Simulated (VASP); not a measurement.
A run of VASP 6.6.1 is set up as follows.

File INCAR:

```
PREC = Accurate
ENCUT = 520
EDIFF = 1E-6
ISMEAR = 0
SIGMA = 0.012
LREAL = False
LASPH = True
NELM = 60
ALGO = Normal
ISIF = 2
LWAVE = False
LCHARG = False
GGA = PE
NBANDS = 16
```

Contents of KPOINTS:

```
regular mesh
0
Gamma
  8 8 8
```

The input POSCAR:

```
GaP
1.0
    0.0000000000      2.7252500000      2.7252500000
    2.7252500000      0.0000000000      2.7252500000
    2.7252500000      2.7252500000      0.0000000000
Ga P
1 1
Direct
    0.0000000000      0.0000000000      0.0000000000
    0.7500000000      0.7500000000      0.7500000000
```

Potentials or basis: VASP PAW PBE potentials, release 64 (Ga_d, P).

Command:

```sh
$ cat potpaw_PBE.64/Ga_d/POTCAR potpaw_PBE.64/P/POTCAR > POTCAR
$ mpirun -np 1 vasp_std > vasp.out
```

(1) Predict the pressure.

(2) Predict the band gap on the k mesh.

## Answers

(1) 2.4 GPa.

(2) 1.64 eV, indirect (least direct gap 1.83 eV).

**Measured values to compare with.**

“Stacking defects in GaP nanowires: Electronic structure and optical properties”, 2018, arxiv:1810.01194 quotes, for a bulk crystal of GaP at 10 K: band gap 2.34 eV (indirect).

Against the measured gap of GaP, 2.34 eV (indirect; 10 K; quoted in “Stacking defects in GaP nanowires: Electronic structure and optical properties”, 2018, arxiv:1810.01194), the calculated 1.64 eV is off by -0.70 eV. Spin-orbit coupling on Ga is left out. The value is that of PBE on a finite k mesh, which can miss the band edges, without temperature or zero-point motion. Semilocal functionals fall short of measured gaps as a rule.
